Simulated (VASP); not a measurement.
**Ti: equation of state with PBEsol**

Crystal: Ti.

```
CELL_PARAMETERS angstrom
2.89891 0.00000 0.00000
-1.44946 2.51053 0.00000
0.00000 0.00000 4.58758
ATOMIC_POSITIONS crystal
Ti 0.66667 0.33333 0.75000
Ti 0.33333 0.66667 0.25000
```

| Item | Value |
| --- | --- |
| Program | VASP 6.6.1 |
| Task | equation of state |
| Functional | PBEsol |
| Potentials or basis | VASP PAW PBE potentials, release 64 (Ti_sv) |
| Cutoff | 520 eV |
| k mesh | 8 × 8 × 6 |
| Occupations | fermi-dirac, width 0.05 eV |
| Spin | no spin polarisation |

- Equilibrium volume: 16.70 Å³/atom
- Bulk modulus at fixed shape and positions: 119 GPa
- Pressure derivative of the bulk modulus: 3.6 (rough: it moves with the points fitted)

Energy against volume, from the lowest point:
```
volume (Å³/atom)  energy (meV/atom)
          16.026              10.72
          16.360               2.62
          16.694               0.00
          17.028               2.35
          17.362               9.26
```

All runs of the series together: 2.1 min on 1 thread of Intel(R) Xeon(R) Platinum 8488C (Sapphire Rapids), on a shared host.

Caveat: the cell was scaled at fixed shape and fractional positions, which overstates the stiffness of a crystal with free parameters, most of all of layers and chains; the PAW data sets were made with another functional, which shifts forces and pressure a little.
